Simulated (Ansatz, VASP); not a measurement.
# Two plane-wave programs on SiC

The input POSCAR:

```
SiC
1.0
    0.0000000000      2.1780523476      2.1780523476
    2.2510171013      0.0000000000      2.1780523476
    2.2510171013      2.1780523476      0.0000000000
Si C
1 1
Direct
    0.0000000000      0.0000000000      0.0000000000
    0.2500000000      0.2500000000      0.2500000000
```

The input INCAR.step1:

```
SYSTEM = SiC
  ALGO = Normal
  EDIFF = 1E-4
  ENCUT = 520
  GGA = PE
  ISMEAR = 0
  LASPH = .True.
  LCHARG = .False.
  LREAL = .False.
  LWAVE = .True.
  NBANDS = 11
  NELM = 80
  PREC = Accurate
  SIGMA = 0.01
```

INCAR.step2

```
SYSTEM = SiC
  ALGO = Normal
  EDIFF = 1E-6
  ENCUT = 520
  ISIF = 2
  ISMEAR = 0
  ISTART = 1
  LASPH = .True.
  LCHARG = .False.
  LMIXTAU = .True.
  LREAL = .False.
  LWAVE = .False.
  METAGGA = R2SCAN
  NBANDS = 11
  NELM = 80
  PREC = Accurate
  SIGMA = 0.01
```

The input KPOINTS:

```
k-points
0
Gamma
  10 10 10
  0 0 0
```

Input for Ansatz:

```yaml
crystal:
  lattice:
    - [0.0, 2.1780523476, 2.1780523476]
    - [2.2510171013, 0.0, 2.1780523476]
    - [2.2510171013, 2.1780523476, 0.0]
  atoms:
    - { symbol: Si, position: [0.0, 0.0, 0.0] }
    - { symbol: C, position: [0.25, 0.25, 0.25] }
kpoints:
  mp_grid: { grid: [10, 10, 10] }
  band_path:
    path:
      - [0.0, 0.0, 0.0]
      - [-0.5, -0.5, 0.0]
      - [-0.375, -0.375, 0.25]
      - [-0.375, 0.0, 0.375]
      - [0.0, 0.0, 0.5]
      - [-0.5, -0.25, 0.25]
    npoints: 1
hamiltonian:
  xc: r2scan
scf:
  occupations: { method: fixed }
  n_extra_bands: 4
output:
  forces: true
  stress: true
  eigenvalues: true
```

Change from the starting cell: uniaxial_x strain +3.4%.

Alike in both runs: task single point; functional r2SCAN; k mesh 10 × 10 × 10; no spin polarisation.

|  | VASP | Ansatz |
| --- | --- | --- |
| version | VASP 6.6.1 | Ansatz 0.2.0 |
| potentials or method | VASP PAW PBE potentials, release 64 (Si, C) | plane waves, PAW |
| plane-wave cutoff (eV) | 520 | 500 |
| occupations | gaussian, width 0.01 eV | fixed |
| valence electrons in the cell | 8 | 8 |

```tsv
	VASP	Ansatz	Ansatz less VASP
gap on the k mesh at the Fermi level (eV)	1.57	1.56	-0.010
pressure (GPa)	-7.2	-7.1	+0.14
largest component of the traceless stress (GPa)	6.51	6.48	-0.025
```

Caveats: the PAW data sets were made with another functional, which shifts forces and pressure a little (VASP). A k mesh can miss the band edges.
